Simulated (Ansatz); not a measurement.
Crystal: ZrC.

```xyz
2
Lattice="0.0000 2.3650 2.3650 2.3650 0.0000 2.3650 2.3650 2.3650 0.0000" Properties=species:S:1:pos:R:3 pbc="T T T"
Zr    2.3650    2.3650    2.3650
C     0.0000    0.0000    0.0000
```

```yaml
Program: Ansatz 0.2.0
Task: relaxation of cell and atoms
Functional: HSEsol
Potentials_or_basis: Ansatz PAW
Cutoff: "420 eV (not typed: the program's choice for these potentials)"
k_mesh: 5 × 5 × 5
Occupations: fermi-dirac, width 0.05 eV
Spin: no spin polarisation
```

At the start: volume 13.23 Å³/atom.

Question: Where does the relaxation end?

Answer: It ends after 4 steps and the volume is 12.73 Å³/atom (-3.7 %); space group Fm-3m (No. 225, to 0.05 Å).

The path:
| step | energy change (eV) | largest force (eV/Å) | volume (Å³) |
| --- | --- | --- | --- |
| 1 | 0.0000 | 0.0000 | 26.46 |
| 2 | -0.0288 | 0.0000 | 25.53 |
| 3 | -0.0290 | 0.0000 | 25.47 |
| 4 | -0.0280 | 0.0000 | 25.47 |

Final structure:
```cif
data_structure
_symmetry_space_group_name_H-M 'P 1'
_symmetry_Int_Tables_number 1
_cell_length_a 3.3024
_cell_length_b 3.3024
_cell_length_c 3.3024
_cell_angle_alpha 60.000
_cell_angle_beta 60.000
_cell_angle_gamma 60.000
_cell_volume 25.47
loop_
_atom_site_label
_atom_site_type_symbol
_atom_site_fract_x
_atom_site_fract_y
_atom_site_fract_z
_atom_site_occupancy
Zr1 Zr 0.50000 0.50000 0.50000 1
C1 C 0.00000 0.00000 0.00000 1
```

Caveat: the k mesh is coarse (spacing up to 0.46 Å⁻¹), so the values aren't converged, least of all with exact exchange; the plane-wave basis is chosen anew once the cell has moved, so the energies of steps on either side of that aren't comparable; the PAW data sets come from PBE, with cores solved anew for the run's functional, which leaves a small shift of forces and pressure.
